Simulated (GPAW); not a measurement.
Here is a GPAW 26.7.0 calculation.

Contents of run.py:

```python
import numpy as np
from ase import Atoms
from ase.dft.bandgap import bandgap
from ase.io import write
from gpaw import GPAW, PW, setup_paths
from gpaw.response.df import DielectricFunction

setup_paths.insert(0, '.')

atoms = Atoms(['Al', 'N'],
              cell=[[0.0, 2.1839935596, 2.1839935596],
                    [2.1839935596, 0.0, 2.1839935596],
                    [2.1839935596, 2.1839935596, 0.0]],
              scaled_positions=[[0.0, 0.0, 0.0],
                                [0.25, 0.25, 0.25]],
              pbc=True)

calc = GPAW(mode=PW(550),
            xc='AM05',
            kpts={'size': (8, 8, 8), 'gamma': True},
            occupations={'name': 'fermi-dirac', 'width': 0.001},
            nbands=11,
            convergence={'density': 1e-06},
            maxiter=150,
            txt='gpaw.txt')
atoms.calc = calc
energy = atoms.get_potential_energy()
calc.write('gs.gpw')
write('result.traj', atoms)
print(f'Energy: {energy:.6f} eV')
print('Fermi level:', round(calc.get_fermi_level(), 4), 'eV')
print(f'Gap: {bandgap(calc)[0]:.4f} eV, direct: {bandgap(calc, direct=True)[0]:.4f} eV')

for size in [(26, 26, 26)]:
    name = 'x'.join(str(n) for n in size)
    dense = calc.fixed_density(kpts={'size': size, 'gamma': True},
                               nbands=30, convergence={'bands': 24, 'eigenstates': 1e-7},
                               update_fermi_level=True, txt=f'dense-{name}.txt')
    dense.write(f'{name}.gpw', mode='all')
    df = DielectricFunction(f'{name}.gpw', frequencies=np.array([0.0]), hilbert=False, eta=0.001,
                            ecut=80, nbands=24, intraband=False, txt=f'df-{name}.txt')
    for xc in ['RPA']:
        for direction in ['x', 'y', 'z', [0, 1, 1], [1, 0, 1], [1, 1, 0]]:
            e0, e = df.get_macroscopic_dielectric_constant(xc=xc, direction=direction)
            print(f'{name} {xc} {direction}: {e0:.4f} without, {e:.4f} with local fields')
```

Potentials or basis: PAW data sets generated in the run's folder for this functional, pw.

Command:

```bash
$ gpaw-setup -f AM05 Al N
$ OMP_NUM_THREADS=1 python run.py
```

**Question.** Estimate the electronic dielectric tensor (diagonal).

**Answer.** 4.44.

**Question.** What does it give for the band gap on the k mesh?

**Answer.** 3.16 eV, indirect (least direct gap 4.12 eV).

Electronic dielectric tensor:
```
4.44 0.00 0.00
0.00 4.44 0.00
0.00 0.00 4.44
```

Caveat: the long-wavelength limit can be off by a per cent or two. AM05 gaps usually lie below the measured ones, often by a third to a half.
